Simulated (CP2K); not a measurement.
## Rb under changes of volume

One of the cells (88.043 Å³/atom); the others are scaled copies at fixed shape and fractional positions:

```
Rb
1.0
     4.85407    0.00000    0.00000
    -1.61802    4.57646    0.00000
    -1.61802   -2.28823    3.96333
Rb
1
Cartesian
  0.0000 0.0000 0.0000
```

| Item | Value |
| --- | --- |
| Program | CP2K 2026.2 |
| Functional | PBEsol |
| Potentials or basis | POTENTIAL_UZH Rb GTH-PBE-q9; TZVP-MOLOPT-PBE-GTH basis |
| Density cutoff | 6123 eV |
| k mesh | 7 × 7 × 7 |
| Occupations | fermi-dirac, width 0.05 eV |
| Spin | no spin polarisation |

```csv
volume (Å³/atom),energy over the lowest point (meV/atom),pressure (GPa)
82.761,2.04,0.2
84.522,0.63,0.1
86.283,0.00,0.0
88.043,0.06,0.0
89.804,0.76,-0.1
91.565,2.04,-0.1
93.326,?,?
```

Task: What does the run at 93.326 Å³/atom give?

Result: Energy over the lowest point 3.84 meV/atom; pressure -0.2 GPa.

Worked out: A Birch-Murnaghan fit of order 3 (a polynomial in V^(-2/3)) to the other rows has its minimum at 86.99 Å³/atom with B0 = V·E''(V) = 3.0 GPa and B' = 3.7. It gives 3.84 meV/atom at 93.326 Å³/atom, against the run's 3.84, and -dE/dV = -0.2 GPa, against -0.2.

Energies are extrapolated to zero smearing.

Caveats: the potentials were made for another functional, which shifts forces and pressure; the basis of atomic orbitals isn't converged, which shifts pressures, moduli and gaps.
